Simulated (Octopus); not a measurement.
Here is an Octopus 16.4 calculation.

The input inp:

```
CalculationMode = gs
UnitsOutput = eV_Angstrom
PeriodicDimensions = 3
ExperimentalFeatures = yes
PseudopotentialSet = pseudodojo_pbe
%LatticeParameters
 1*angstrom | 1*angstrom | 1*angstrom
%
%LatticeVectors
 0 | 2.9165 | 2.9165
 2.9165 | 0 | 2.9165
 2.9165 | 2.9165 | 0
%
XYZCoordinates = "CdS.xyz"
%Spacing
 0.13748513*angstrom | 0.13748513*angstrom | 0.13748513*angstrom
%
DerivativesOrder = 8
%KPointsGrid
 5 | 5 | 5
%
KPointsUseSymmetries = yes
XCFunctional = gga_xc_hle16
SpinComponents = polarized
KPointsUseTimeReversal = no
GuessMagnetDensity = user_defined
%AtomsMagnetDirection
 0.68
 0.0
%
DFTULevel = dft_u_acbn0
AOTruncation = ao_box
UseAllAtomicOrbitals = yes
SmearingFunction = spline_smearing
Smearing = 0.1*eV
ExtraStates = 7
Eigensolver = chebyshev_filter
ConvRelDens = 1e-6
MaximumIter = 120
%Output
 density | cube
 elf | cube
 potential | cube
 occ_matrices
 effectiveU
%
```

The input CdS.xyz:

```xyz
2
Lattice="0.0000000000 2.9165000000 2.9165000000 2.9165000000 0.0000000000 2.9165000000 2.9165000000 2.9165000000 0.0000000000" Properties=species:S:1:pos:R:3 pbc="T T T"
Cd     0.0000000000      0.0000000000      0.0000000000
S      4.3747500000      4.3747500000      4.3747500000
```

Potentials or basis: pseudodojo_pbe (PseudoDojo 0.5, PBE).

The run is started by

```console
$ OMP_NUM_THREADS=1 octopus > out.log
```

Question: What does it give for the net moment?

Answer: 0.00 μB per cell.

Question: Estimate the band gap on the k mesh.

Answer: 4.37 eV, direct.

Caveat: the potentials were made for a functional far from this one; ACBN0's U hangs on the orbitals chosen and wasn't checked against another program. The state reached can hang on the start; a lower one may exist.
